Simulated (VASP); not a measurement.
# Si (Fd-3m) in VASP: a series of runs, part 2 of 2

VASP 6.6.1.

## Step 4: Elastic constants, PBE

This run uses another cell than the first one, of 18.99 Å³/atom, 0.929 times its volume.

The input, INCAR:

```
SYSTEM = Si
PREC = Accurate
ENCUT = 600
EDIFF = 1E-8
ISMEAR = 0
SIGMA = 0.01
LREAL = .FALSE.
LASPH = .TRUE.
NELM = 60
ALGO = Fast
ISIF = 3
LWAVE = .FALSE.
LCHARG = .TRUE.
GGA = PE
NBANDS = 11
IBRION = 6
NFREE = 2
POTIM = 0.015
NSW = 1
```

The input, KPOINTS:

```
Automatic mesh
0
G
  12 12 12
  0 0 0
```

The input, POSCAR:

```
Si
1.0
    0.0000000000      2.6681189624      2.6681189624
    2.6681189624      0.0000000000      2.6681189624
    2.6681189624      2.6681189624      0.0000000000
Si
2
Direct
    0.7500000000      0.7500000000      0.7500000000
    0.5000000000      0.5000000000      0.5000000000
```

Potentials or basis: VASP PAW PBE potentials, release 64 (Si).

Run with:

```console
$ cat potpaw_PBE.64/Si/POTCAR > POTCAR
$ mpirun -np 1 vasp_std > vasp.out
```

OUTCAR:

```text
SYSTEM = Si
   PREC = Accurate
   ENCUT = 600
   EDIFF = 1E-8
   ISMEAR = 0
   LREAL = .FALSE.
   LASPH = .TRUE.
   NELM = 60
   ISIF = 3
   GGA = PE
   IBRION = 6
   NFREE = 2
   POTIM = 0.015
   NSW = 1

 ion  position               nearest neighbor table
   1  0.750  0.750  0.750-   2 2.31   2 2.31   2 2.31   2 2.31
   2  0.500  0.500  0.500-   1 2.31   1 2.31   1 2.31   1 2.31

  LATTYP: Found a face centered cubic cell.
 ALAT       =     5.3362379248

  Lattice vectors:

 A1 = (   0.0000000000,   2.6681189624,   2.6681189624)
 A2 = (   2.6681189624,   0.0000000000,   2.6681189624)
 A3 = (   2.6681189624,   2.6681189624,   0.0000000000)

Analysis of symmetry for initial positions (statically):
=====================================================================
 Subroutine PRICEL returns:
 Original cell was already a primitive cell.

 Routine SETGRP: Setting up the symmetry group for a
 face centered cubic supercell.

 Subroutine GETGRP returns: Found 48 space group operations
 (whereof 24 operations were pure point group operations)
 out of a pool of 48 trial point group operations.

The static configuration has the point symmetry T_d .
 The point group associated with its full space group is O_h .
[... 708 lines left out ...]
  -------------------------------------------------------------------------------------
  Total        1.8139822      1.8185522      1.8185522      0.0000000      0.1860180      0.0000000
  in kB       76.5064466     76.6991910     76.6991910      0.0000000      7.8454901      0.0000000
  external PRESSURE =      76.6349429 kB  Pullay stress =       0.0000000 kB
[... 17 lines left out ...]
  FREE ENERGIE OF THE ION-ELECTRON SYSTEM (eV)
  ---------------------------------------------------
  free  energy   TOTEN  =       -10.7832234696 eV

  energy  without entropy=      -10.7832234696  energy(sigma->0) =      -10.78322347

 INTERNAL STRAIN TENSORS FROM STRAINED CELLS
 ============================================

 INTERNAL STRAIN TENSOR FOR ION    1 for displacements in x,y,z  (eV/Angst):
          X           Y           Z          XY          YZ          ZX
  --------------------------------------------------------------------------------
  x    -0.00000     0.00000    -0.00000    -0.00000   -12.40385    -0.00000
  y     0.00000     0.00000    -0.00000    -0.00000     0.00000   -12.40362
  z     0.00000    -0.00000    -0.00000   -12.40368    -0.00000     0.00000

 INTERNAL STRAIN TENSORS FROM DISPLACED ATOMS
 ============================================

 INTERNAL STRAIN TENSOR FOR ION    1 for displacements in x,y,z  (eV/Angst):
          X           Y           Z          XY          YZ          ZX
  --------------------------------------------------------------------------------
  x     0.00000     0.00000     0.00000     0.00000   -12.40163     0.00000
  y     0.00000     0.00000     0.00000     0.00000     0.00000   -12.40163
  z     0.00000     0.00000     0.00000   -12.40163     0.00000     0.00000

 INTERNAL STRAIN TENSOR FOR ION    2 for displacements in x,y,z  (eV/Angst):
          X           Y           Z          XY          YZ          ZX
  --------------------------------------------------------------------------------
  x    -0.00000     0.00000     0.00000     0.00000    12.40163     0.00000
  y     0.00000    -0.00000     0.00000     0.00000     0.00000    12.40163
  z     0.00000     0.00000    -0.00000    12.40163     0.00000     0.00000

 Eigenvectors and eigenvalues of the dynamical matrix
 ----------------------------------------------------

   1 f  =   16.191580 THz   101.734698 2PiTHz  540.092974 cm-1    66.962964 meV
             X         Y         Z           dx          dy          dz
      4.002178  4.002178  4.002178     0.000000   -0.707107    0.000000
      2.668119  2.668119  2.668119     0.000000    0.707107    0.000000
[... 21 lines left out ...]
   6 f  =    0.000000 THz     0.000000 2PiTHz    0.000000 cm-1     0.000000 meV
             X         Y         Z           dx          dy          dz
      4.002178  4.002178  4.002178     0.000000    0.000000    0.707107
      2.668119  2.668119  2.668119     0.000000    0.000000    0.707107

--------------------------------------------------------------------------------------------------------

 ELASTIC MODULI CONTR FROM IONIC RELAXATION (kBar)
 Direction    XX          YY          ZZ          XY          YZ          ZX
 --------------------------------------------------------------------------------
 XX          -0.0000      0.0000      0.0000      0.0000      0.0000      0.0000
 YY           0.0000     -0.0000      0.0000      0.0000      0.0000      0.0000
 ZZ           0.0000      0.0000     -0.0000      0.0000      0.0000      0.0000
 XY           0.0000      0.0000      0.0000   -430.6268      0.0000      0.0000
 YZ           0.0000      0.0000      0.0000      0.0000   -430.6268      0.0000
 ZX           0.0000      0.0000      0.0000      0.0000      0.0000   -430.6268
 --------------------------------------------------------------------------------

 TOTAL ELASTIC MODULI (kBar)
 Direction    XX          YY          ZZ          XY          YZ          ZX
 --------------------------------------------------------------------------------
 XX        1764.2144    805.4140    805.4140      0.0000      0.0000      0.0000
 YY         805.4140   1764.2144    805.4140      0.0000      0.0000      0.0000
 ZZ         805.4140    805.4140   1764.2144      0.0000     -0.0000      0.0000
 XY           0.0000      0.0000      0.0000    787.5041      0.0000     -0.0000
 YZ           0.0000      0.0000     -0.0000      0.0000    787.5041     -0.0000
 ZX           0.0000      0.0000      0.0000     -0.0000     -0.0000    787.5041
 --------------------------------------------------------------------------------
```

Run time: 13 min. Hardware: 1 thread of AMD EPYC 9R45 (Zen 5), shared host; peak memory 0.41 GiB.

Results:

- Elastic constants C11, C12, C44: 176, 81, 79 GPa
- Voigt bulk modulus: 113 GPa
- Highest phonon frequency at Γ: 540 cm⁻¹

Phonon frequencies in cm⁻¹ (negative: imaginary):
| q point | frequencies |
| --- | --- |
| (0.000, 0.000, 0.000) | 0 0 0 540 540 540 |

Elastic tensor in Voigt notation (GPa, in the Cartesian axes of the cell as first typed):
```
176  81  81   0   0   0
 81 176  81   0   0   0
 81  81 176   0   0   0
  0   0   0  79   0   0
  0   0   0   0  79   0
  0   0   0   0   0  79
```

Clamped-ion elastic tensor (GPa):
```
176  81  81   0   0   0
 81 176  81   0   0   0
 81  81 176   0   0   0
  0   0   0 122   0   0
  0   0   0   0 122   0
  0   0   0   0   0 122
```

Caveat: the cell is under stress, which shifts elastic constants.
